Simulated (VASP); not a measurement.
# La₂O₃: convergence, relaxation of the atoms

La₂O₃, P1 (no. 1), 5 atoms in the cell. PBEsol; PAW potentials La, O (PBE set). VASP 6.6.1.

Wanted: energy within 2 meV/atom; shortest distances from each atom, periodic images included within 0.005 Å.

What the run is for: geometry; Accuracy asked: standard.

POSCAR:
```
La2O3
1.0
    6.3702727145      0.0000000000      0.0000000000
   -3.1851363572      5.5168179998      0.0000000000
    0.0000000000      0.0000000000      3.2898942108
La O
2 3
Direct
    0.6712430000      0.3228800000      0.4796230000
    0.3367130000      0.6697590000      0.5059560000
    0.5001560000     -0.0153010000     -0.0146710000
    0.0054670000      0.5089520000      0.0246230000
    0.5125660000      0.4863990000      0.0044160000
```

The series start from Plane-wave cutoff (eV): 520; k-point mesh: 3 × 3 × 4; Ionic threshold (EDIFFG): -0.01; Electronic threshold (eV): 1e-6; Precision mode (PREC): Accurate; Relaxation algorithm: IBRION=2; Electronic steps between moves: NELMIN=4 ALGO=Normal. Each series keeps the choices made before it, and each single choice may use up half of a tolerance.

## Plane-wave cutoff (eV)

| Plane-wave cutoff (eV) | Energy less reference (meV/atom) | Shortest distances from each atom, periodic images included, largest deviation (Å) | SCF iterations | Time (s) |
|---|---|---|---|---|
| 360 | -17.2 | 0.0019 | 145 | 126 |
| 400 | -6.6 | 0.0018 | 162 | 192 |
| 460 | 0.2 | 0.0028 | 162 | 193 |
| 520 | 1.7 | 0.0011 | 136 | 281 |
| 640 (reference) | 0.0 | 0.0000 | 141 | 281 |

Chosen: 640; the next looser run is off by more than half of the tolerance, so convergence isn't shown beyond this value.

## k-point mesh

| k-point mesh | Energy less reference (meV/atom) | Shortest distances from each atom, periodic images included, largest deviation (Å) | SCF iterations | Time (s) |
|---|---|---|---|---|
| 2 × 2 × 2 | -11.8 | 0.0530 | 142 | 181 |
| 2 × 2 × 3 | 1.2 | 0.0013 | 137 | 162 |
| 3 × 3 × 4 | 0.5 | 0.0016 | 141 | 281 |
| 3 × 3 × 6 | 0.0 | 0.0018 | 159 | 484 |
| 4 × 4 × 7 (reference) | 0.0 | 0.0000 | 159 | 673 |

Chosen: 3 × 3 × 4, the loosest value from which every tighter one stays within half of the tolerance.

## Ionic threshold (EDIFFG)

| Ionic threshold (EDIFFG) | Energy less reference (meV/atom) | Shortest distances from each atom, periodic images included, largest deviation (Å) | SCF iterations | Time (s) |
|---|---|---|---|---|
| -0.1 | 0.5 | 0.0309 | 69 | 128 |
| -0.05 | 0.3 | 0.0240 | 81 | 152 |
| -0.02 | 0.0 | 0.0049 | 119 | 241 |
| -0.01 | 0.0 | 0.0016 | 141 | 281 |
| -0.005 | 0.0 | 0.0005 | 150 | 416 |
| -0.002 (reference) | 0.0 | 0.0000 | 198 | 500 |

Chosen: -0.01.

## Electronic threshold (eV)

| Electronic threshold (eV) | Energy less reference (meV/atom) | Shortest distances from each atom, periodic images included, largest deviation (Å) | SCF iterations | Time (s) |
|---|---|---|---|---|
| 0.0001 | 0.0 | 0.0011 | 174 | 507 |
| 1e-5 | 0.0 | 0.0021 | 137 | 352 |
| 1e-6 | 0.0 | 0.0026 | 141 | 281 |
| 1e-7 (reference) | 0.0 | 0.0000 | 149 | 395 |

Chosen: 1e-7; the next looser run is off by more than half of the tolerance, so convergence isn't shown beyond this value.

## Precision mode (PREC)

| Precision mode (PREC) | Energy less reference (meV/atom) | Shortest distances from each atom, periodic images included, largest deviation (Å) | SCF iterations | Time (s) |
|---|---|---|---|---|
| Normal | 0.0 | 0.0002 | 149 | 185 |
| Accurate (reference) | 0.0 | 0.0000 | 149 | 395 |

Chosen: Normal.

## Relaxation algorithm

| Relaxation algorithm | Energy less reference (meV/atom) | Shortest distances from each atom, periodic images included, largest deviation (Å) | Time (s) |
|---|---|---|---|
| IBRION=2 | 0.0 | 0.0000 | 185 |
| IBRION=2 POTIM=0.2 | 0.0 | 0.0023 | 206 |
| IBRION=2 POTIM=0.8 | 0.0 | 0.0015 | 180 |
| IBRION=1 | 0.0 | 0.0019 | 196 |
| IBRION=1 POTIM=0.2 | 0.0 | 0.0017 | 213 |
| IBRION=1 POTIM=0.3 NFREE=10 | 0.0 | 0.0015 | 117 |
| IBRION=3 POTIM=0.2 SMASS=0.4 | 0.0 | 0.0031 | 271 |
| IBRION=3 POTIM=0.3 | 0.0 | 0.0024 | 185 |

Chosen: IBRION=1 POTIM=0.3 NFREE=10, the fastest of those that stay within half of the tolerance.

## Electronic steps between moves

| Electronic steps between moves | Energy less reference (meV/atom) | Shortest distances from each atom, periodic images included, largest deviation (Å) | Time (s) |
|---|---|---|---|
| NELMIN=4 ALGO=Normal | 0.0 | 0.0000 | 117 |
| ALGO=Normal | 0.0 | 0.0000 | 110 |
| NELMIN=4 MAXMIX=40 ALGO=Normal | 0.0 | 0.0011 | 125 |
| NELMIN=4 ALGO=Fast | 0.0 | 0.0017 | 1077 |
| NELMIN=4 MAXMIX=40 ALGO=Fast | 0.0 | 0.0009 | 930 |

Chosen: NELMIN=4 ALGO=Normal; no other choice that stays within half of the tolerance saves 30 % of the time.

## All choices together

| Input | Energy less reference (meV/atom) | Shortest distances from each atom, periodic images included, largest deviation (Å) | Time (s) |
|---|---|---|---|
| the program's defaults (naive) | -7.3 | 0.0159 | 34 |
| chosen settings | 0.5 | 0.0033 | 117 |
| reference settings throughout | 0.0 | 0.0000 | 678 |

The chosen settings stay within the tolerance of the reference run, but the reference itself isn't shown to be converged in: Plane-wave cutoff (eV), Electronic threshold (eV).

## The input

INCAR:
```
SYSTEM = La2O3
GGA = PS ; ISMEAR = 0
SIGMA = 0.03 ; LWAVE = .FALSE.
LCHARG = .FALSE. ; ISIF = 2
NSW = 120 ; PREC = Normal
LASPH = .TRUE. ; LREAL = .FALSE.
ALGO = Normal ; EDIFF = 1E-7
NELM = 200 ; GGA_COMPAT = .FALSE.
IBRION = 1 ; EDIFFG = -0.01
NELMIN = 4 ; ENCUT = 640
EFERMI = MIDGAP ; LMAXMIX = 6
KPAR = 8 ; POTIM = 0.3
NFREE = 10
```

KPOINTS:
```
Automatic mesh
0
Gamma
  3 3 4
  0 0 0
```

Commands:
```
cat potpaw_PBE.64/La/POTCAR potpaw_PBE.64/O/POTCAR > POTCAR
mpirun -np 8 vasp_std > vasp.out
```

The chosen input took VASP 6.6.1 117 s on 8 cores (Intel Xeon Platinum 8259CL @ 2.50GHz (Skylake/Cascade Lake)), a shared host.

## An input that fails: force threshold below the noise of the forces

It gives no converged result.

Changes against the starting input:
```
- NSW = 120
- PREC = Accurate
- EDIFF = 1e-06
- NELM = 200
- EDIFFG = -0.01
- NELMIN = 4
+ NSW = 30
+ PREC = Low
+ EDIFF = 0.001
+ NELM = 100
+ EDIFFG = -0.0001
```
